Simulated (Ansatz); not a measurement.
The system is KBr.

```
Br K
1.0
     0.00000    3.30000    3.30000
     3.30000    0.00000    3.30000
     3.30000    3.30000    0.00000
Br K
1 1
Direct
  0.50000 0.50000 0.50000
  0.00000 0.00000 0.00000
```

| Item | Value |
| --- | --- |
| Program | Ansatz 0.2.0 |
| Task | relaxation of cell and atoms |
| Functional | BLYP |
| Dispersion | D3(BJ) |
| Potentials or basis | all-electron LAPW, scalar-relativistic |
| Basis error allowed | 0.001 eV/atom |
| k mesh | 7 × 7 × 7 |
| Occupations | fermi-dirac, width 0.05 eV |
| Spin | no spin polarisation |

At the start: volume 35.94 Å³/atom.

Where does the relaxation end?

Over 4 steps the energy falls by 4.0 meV/atom and the volume is 34.22 Å³/atom (-4.8 %); space group Fm-3m (No. 225, to 0.05 Å).

The path:
```
step  energy change (eV)  largest force (eV/Å)  volume (Å³)
   1              0.0000                0.0000        71.87
   2             -0.0059                0.0000        70.25
   3             -0.0080                0.0000        68.44
   4             -0.0080                0.0000        68.44
```

Final structure:
```
Br K
1.0
     0.00000    3.24656    3.24656
     3.24656    0.00000    3.24656
     3.24656    3.24656    0.00000
Br K
1 1
Direct
  0.50000 0.50000 0.50000
  0.00000 0.00000 0.00000
```
